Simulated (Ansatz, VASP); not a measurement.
**Two plane-wave programs on Sb**

File INCAR:

```
ALGO = Normal
EDIFF = 1E-8
ENCUT = 520
GGA = PE
ISIF = 2
ISMEAR = -1
LASPH = True
LCHARG = False
LEFG = True
LREAL = False
LWAVE = False
NBANDS = 8
NELM = 100
PREC = Accurate
SIGMA = 0.05
```

File KPOINTS:

```
k-points
0
Gamma
  19 19 19
```

File POSCAR:

```
Sb
1.0
   -1.4749000000      1.4749000000      2.4800000000
    1.4749000000     -1.4749000000      2.4800000000
    1.4749000000      1.4749000000     -2.4800000000
Sb
1
Direct
    0.0000000000      0.0000000000      0.0000000000
```

Input for Ansatz:

```yaml
crystal:
  lattice:
    - [-1.4749, 1.4749, 2.48]
    - [1.4749, -1.4749, 2.48]
    - [1.4749, 1.4749, -2.48]
  atoms:
    - { symbol: Sb, position: [0.0, 0.0, 0.0] }
kpoints:
  mp_grid: { grid: [19, 19, 19] }
scf:
  occupations: { method: fermi_dirac, width: 0.05 }
hamiltonian:
  xc: pbe
  pseudopotentials: { kind: paw }
output:
  forces: true
  stress: true
  eigenvalues: true
  efg: { contact_densities: true }
```

Change from the starting cell: equal xx and yy strain of -2 %, PAW files.

Alike in both runs: task electric field gradients; functional PBE; k mesh 19 × 19 × 19; occupations fermi-dirac, width 0.05 eV; no spin polarisation.

```csv
,VASP,Ansatz
version,VASP 6.6.1,Ansatz 0.2.0
potentials or method,"VASP PAW PBE potentials, release 64 (Sb)","PAW with Ansatz's default frozen-core files, scalar-relativistic"
plane-wave cutoff (eV),520,420
valence electrons in the cell,5,15
```

Ansatz gave:

| Item | Value |
| --- | --- |
| pressure (GPa) | 25.6 |
| largest component of the traceless stress (GPa) | 2.57 |
| Vzz of the field gradient on the site that differs most (V/Å²) | 38.9 |

Task: Estimate VASP's values.

Result: Pressure (GPa): 25.6; largest component of the traceless stress (GPa): 2.72; Vzz of the field gradient on the site that differs most (V/Å²): 40.8.

The two sets of potentials don't hold the same shells in valence. Ansatz warned: «gradients_without_spin_orbit».

Caveats: so large a pressure means that the cell lies far from this level's equilibrium, or that cutoff or potentials fall short (VASP). The runs have no spin-orbit coupling, so splittings on Sb are missing.
